**Question: Is it just bond length that closes the direct gap in these III–V crystals?**

I have LDA gaps for ten zincblende compounds. The direct gap starts near 9 eV in BN and has vanished by GaSb and InAs, and on the whole it shrinks as the bonds get longer. A colleague says the real cause is ionicity, meaning the difference in electronegativity between the two elements. Which of us is right, or is it something else? And why are some of the gaps indirect?

LDA band gaps of III–V compounds in the zincblende structure (space group F-43m), computed with Ansatz 0.2.0 using plane waves, PAW, a cutoff of 420 eV and no spin polarisation. The cells were relaxed with r2SCAN and kept fixed for the LDA runs. Smearing is of Fermi–Dirac type; a width of 0 eV means fixed occupations.

| formula | element on site A | Z A | element on site B | Z B | difference of Pauling electronegativities | volume per atom (Å³) | shortest distance (Å) | k mesh | smearing width | band gap, LDA (eV) | least direct gap, LDA (eV) | gap kind, LDA |
| --- | --- | --- | --- | --- | --- | --- | --- | --- | --- | --- | --- | --- |
| BN | B | 5 | N | 7 | 1 | 5.88 | 1.563 | 12×12×12 | 0 eV | 4.366 | 8.718 | indirect |
| BP | B | 5 | P | 15 | 0.15 | 11.67 | 1.964 | 10×10×10 | 0 eV | 1.182 | 3.378 | indirect |
| BAs | B | 5 | As | 33 | 0.14 | 13.68 | 2.071 | 10×10×10 | 0 eV | 1.133 | 3.248 | indirect |
| AlP | Al | 13 | P | 15 | 0.58 | 20.56 | 2.372 | 8×8×8 | 0 eV | 1.466 | 3.020 | indirect |
| AlAs | Al | 13 | As | 33 | 0.57 | 22.88 | 2.459 | 8×8×8 | 0 eV | 1.365 | 1.778 | indirect |
| GaP | Ga | 31 | P | 15 | 0.38 | 20.24 | 2.360 | 8×8×8 | 0 eV | 1.439 | 1.607 | indirect |
| GaAs | Ga | 31 | As | 33 | 0.37 | 22.74 | 2.454 | 8×8×8 | 0 eV | 0.234 | 0.234 | direct |
| GaSb | Ga | 31 | Sb | 51 | 0.24 | 28.82 | 2.655 | 8×8×8 | 0.02 eV | 0.000 | 0.000 | zero |
| InP | In | 49 | P | 15 | 0.41 | 25.77 | 2.558 | 8×8×8 | 0 eV | 0.352 | 0.352 | direct |
| InAs | In | 49 | As | 33 | 0.4 | 28.50 | 2.645 | 8×8×8 | 0.02 eV | 0.000 | 0.000 | zero |

**Answer**

Bond length is half of the story, and the table shows where it fails. Ranked over all ten rows, direct gap and bond length run against each other with a correlation of −0.92. But go from AlP to GaP: the bond gets very slightly shorter, and yet the direct gap falls by 1.41 eV. From AlAs to GaAs the same thing happens, with a fall of 1.54 eV.

Your colleague's explanation seems to repair this, because replacing Al by Ga also lowers the electronegativity difference by 0.20. Now replace P by As instead. From AlP to AlAs that difference hardly moves, while the direct gap falls by 1.24 eV. You could still combine both ideas and blame this step on the longer bond, but then look at boron: from BP to BAs the bond stretches even more, and the direct gap falls by only 0.13 eV.

What differs in the boron compounds is the kind of state at the upper edge of the gap. The direct gap lies at Γ in every row, the point where the electron wave repeats identically from cell to cell. There the valence top is built from p orbitals, whereas the lowest empty level can be built from either s or p orbitals. In BAs the same calculation puts the empty p-like level 3.25 eV above the valence top and the s-like one at 4.59 eV. BP is known to have the p-like level lowest too, and BN, with its much shorter bond, is expected to. In the Al, Ga and In compounds the s-like level is known to take that place, except that in GaSb and InAs it has sunk so far in this calculation that it is filled.

A small orbital model shows why the two respond so differently. If only s and p orbitals are counted, the s orbitals of the two atoms mix only with each other at Γ, and so do the p orbitals. Each pair splits into a lower and an upper level, by an amount that grows as the bond shortens. With $t=\hbar^2/(md^2)$, where $d$ is the bond length and $m$ the electron mass, the empty s-like level and the valence top are

$$E_s=\bar\epsilon_s+\sqrt{(\Delta_s/2)^2+(5.2\,t)^2},\qquad E_v=\bar\epsilon_p-\sqrt{(\Delta_p/2)^2+(1.3\,t)^2}.$$

Here $\bar\epsilon$ is the mean of the two atomic energies and $\Delta$ their difference. The factors 5.2 and 1.3 are rounded from the later of Harrison's two sets of coupling strengths, summed over four neighbours. The empty p-like level is $E_v$ with a plus sign before the root.

Two limits tell most of the story. For very short bonds the couplings dominate, and the s-like level climbs away from the valence top about 2.5 times as fast as the p-like one. The p-like level is then left as the lowest, as expected for BN. For very long bonds the formula leaves bare atomic levels, and the s level of the first atom in each formula (B, Al, Ga or In) lies below the p level of its partner. In the model, an s-like gap therefore closes and turns negative if the bond is stretched far enough, while the distance between the two p-like levels stays open.

Take GaAs as a worked case, with rounded LDA atomic energies, recalled and not taken from these runs, of −9.2 and −15 eV for the s levels of Ga and As, and −2.7 and −5.3 eV for the p levels. The bond of 2.454 Å gives $t\approx7.6/2.454^2\approx1.26$ eV.

- Empty s-like level: $-12.1+\sqrt{2.9^2+6.6^2}\approx-4.9$ eV.
- Valence top: $-4.0-\sqrt{1.3^2+1.6^2}\approx-6.1$ eV.

The estimated gap is 1.2 eV, against 0.23 eV in the table. For AlAs the same steps give 2.2 eV, against 1.78 eV. The absolute values are too high, but the model does predict a large fall at equal bond length. It comes from the s level of Ga, which is about 1.4 eV deeper than that of Al mainly because the filled 3d shell of Ga screens its nucleus poorly; a smaller part is expected from relativity.

The model accounts for roughly two thirds of the fall from Al to Ga. The rest may come from the Ga 3d electrons pushing the valence top upwards, which is a guess that these numbers do not test. No constant was adjusted to these crystals, and over the seven whose s-like level is known the typical (rms) error is 0.7 eV. That figure hangs on the choice of couplings: Harrison's earlier, stronger set is expected to give gaps that are much too wide, while leaving the fall from Al to Ga about the same. Trust the model for differences more than for absolute values. The model's clearest failure is with boron. In BAs it puts the empty p-like level 1.6 eV too high and so above the s-like one, the reverse of the calculation. Its lowest direct gap then falls by 1.0 eV from BP to BAs. Even its p-like level alone falls by 0.6 eV, where the calculation has 0.13 eV. So the model shows why a p-like gap shrinks more slowly than an s-like one, but not why it hardly moves here. That the gap is p-like in these two crystals rests on the computed order of the levels in BAs and the known order in BP.

To give length plus electronegativity a fair chance, I fitted a straight-line formula in $1/d^2$ and electronegativity difference to AlP, AlAs, GaP, GaAs and InP by least squares. It reproduces those five to about 0.25 eV, which is no great feat with three constants. For the s-like levels of BAs and GaSb, which were outside the fit, it is 1.6 eV too low in both cases. The orbital model misses them by about 0.2 and 0.6 eV, but the first is partly luck: half of its too large p splitting in BAs, about 0.8 eV, is counted in the s-like gap as well. The miss of the fit for BAs, far outside its range of bond lengths, is also expected to depend on the power of $d$ chosen. On the other hand, the fit rightly closes the gaps of GaSb and InAs, while the orbital model leaves them open by 0.4 and 0.7 eV. So this test is thin and mixed. What favours the orbital explanation is mainly the kind of state at the gap edge, together with the fall from Al to Ga, most of which the model gives without being fitted to these crystals. That step does not set the two ideas cleanly apart, though: the poor screening that deepens the s level of Ga also raises its electronegativity, so here the electronegativity difference partly stands in for the atomic levels.

The zeros need care. In GaSb the occupations show that the s-like level has sunk about 0.2 eV below the p-like valence top, so the printed zero hides a negative distance. InAs must have the same order: its gap at Γ is zero to the last digit, because the electrons only partly fill three p-like levels that symmetry keeps equal. Its Fermi level lies 0.0139 eV above the valence top, as in GaSb, which is where these three levels are two-thirds filled. The s-like level must then be all but full, which by the electron count is expected to place it more than 0.1 eV below the valence top; its exact depth is not printed. The real crystals of GaSb and InAs are semiconductors. LDA makes gaps too small, and these cells, which are relaxed with r2SCAN, are somewhat stretched by LDA's standards, which lowers the s-like level further. Spin-orbit coupling, which is left out, would raise the valence top and so could not reopen these gaps. Read both zeros as "closed in this calculation", and don't rank one against the other.

Among the Al, Ga and In compounds, the same sinking level decides between direct and indirect. In the indirect compounds the lowest empty state lies at or near X, on the boundary of the range of electron waves. That state contains p character as well and responds much less: from AlP to AlAs the indirect gap falls by only 0.10 eV, while the direct one falls by 1.24 eV. In GaP the level at Γ is still 0.17 eV above the edge near X; in GaAs it has dropped below, and the gap is direct.

For a neighbouring compound, first ask which state is lowest at Γ. If it is s-like, a longer bond or a deeper atomic s level will pull the direct gap down quickly, as long as all else stays equal. From GaAs to InP it doesn't: the bond grows, but the atomic levels change too, and the direct gap rises by 0.12 eV. The gap turns direct once the s-like level lies below all other empty states, near X and elsewhere. If the lowest state at Γ is p-like, the rule does not carry over: exchanging P for As hardly matters in the boron compounds, but from BN to BP, where the bond grows far more and the electronegativity difference also drops from 1.0 to 0.15, the direct gap still falls by 5.34 eV.
